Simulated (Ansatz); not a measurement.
Sb:

```
CELL_PARAMETERS angstrom
2.15420 1.24373 3.75800
-2.15420 1.24373 3.75800
0.00000 -2.48746 3.75800
ATOMIC_POSITIONS crystal
Sb 0.76651 0.76651 0.76651
Sb 0.23349 0.23349 0.23349
```

Program: Ansatz 0.2.0. Alike in all runs: potentials or basis Ansatz PAW; no spin polarisation; cell as given; k mesh 4 × 4 × 4; cutoff (eV) 420; smearing fermi-dirac 0.05 eV; the mesh is coarse, so values aren't converged. Hardware: 2 threads of Arm Neoverse V2, on a shared host.

Q: Order these runs on this cell by their wall time, lowest first.
A. task band structure; level HSE06; points for each segment of the path 4
B. task band structure; level revPBE; points for each segment of the path 14
C. task single point; level PBE0

A: B (3 s), C (11 s), A (110 s).

Caveats: all runs use coarse meshes.

Runs at the PBE level aren't shown here.
